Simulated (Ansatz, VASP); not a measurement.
**One calculation of Be, two programs**

```xyz
1
Lattice="2.0208 0.0000 0.0000 0.0000 2.0208 0.0000 0.0000 0.0000 2.6616" Properties=species:S:1:pos:R:3 pbc="T T T"
Be    0.0000    0.0000    1.3308
```

The cell was built by a generator and needn't be a form met in nature.

Alike in both runs: task relaxation of cell and atoms; functional BLYP; k mesh 13 × 13 × 10; occupations fermi-dirac, width 0.05 eV; no spin polarisation.

|  | VASP | Ansatz |
| --- | --- | --- |
| version | VASP 6.6.1 | Ansatz 0.2.0 |
| potentials or method | VASP PAW PBE potentials, release 64 (Be) | Ansatz PAW |
| plane-wave cutoff (eV) | 600 | 420 |
| valence electrons in the cell | 2 | 2 |

VASP gave:

```
gap on the k mesh at the Fermi level, each at its own relaxed structure (eV) : none
relaxed volume (Å³/atom)                                                     : 12.15
relaxed cell length with the largest relative difference (Å)                 : 3.002
energy change over the relaxation (meV/atom)                                 : -29
```

Question: Estimate Ansatz's values.

Answer: gap on the k mesh at the Fermi level, each at its own relaxed structure (eV): none; relaxed volume (Å³/atom): 12.11; relaxed cell length with the largest relative difference (Å): 2.987; energy change over the relaxation (meV/atom): -27.

A gap of «none» marks a metal or a gap that the smearing closes.

Caveats: the PAW data sets were made with another functional, which shifts forces and pressure a little (VASP); the plane-wave basis is chosen anew once the cell has moved, so the energies of steps on either side of that aren't comparable (Ansatz); the PAW data sets come from PBE, with cores solved anew for the run's functional, which leaves a small shift of forces and pressure (Ansatz).
